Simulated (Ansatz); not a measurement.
## PBE against PBEsol: KBr

The reference is KBr in the rock salt structure (space group Fm-3m, No. 225; a = 6.706 Å).

(Cell as relaxed with PBE.)

Levels (all Ansatz, a quantum-chemistry and plane-wave program, PAW): PBE (420 eV, no spin-orbit coupling); PBEsol (420 eV, no spin-orbit coupling).

Each level relaxes its own structure.

| quantity | PBE | PBEsol |
|---|---|---|
| volume per atom | 37.69 Å³ | 35.12 Å³ |
| lattice parameter a | 6.706 Å | 6.550 Å |
| band gap | 4.31 eV | 4.34 eV |
| gap character | direct at Γ | direct at Γ |
| electron mass | 0.39 mₑ | 0.37 mₑ |

PBE's volume per atom lies 2.57 Å³ above PBEsol's (7.3 %); PBE's lattice parameter a lies 0.156 Å above PBEsol's (2.4 %); PBE's band gap lies 0.03 eV below PBEsol's; the two agree on the gap character. Neither level is exact; PBEsol is the comparison here, not a measurement.

Masses are band curvatures over ±0.01 Å⁻¹ around the edge. Stability against distortions was not tested.
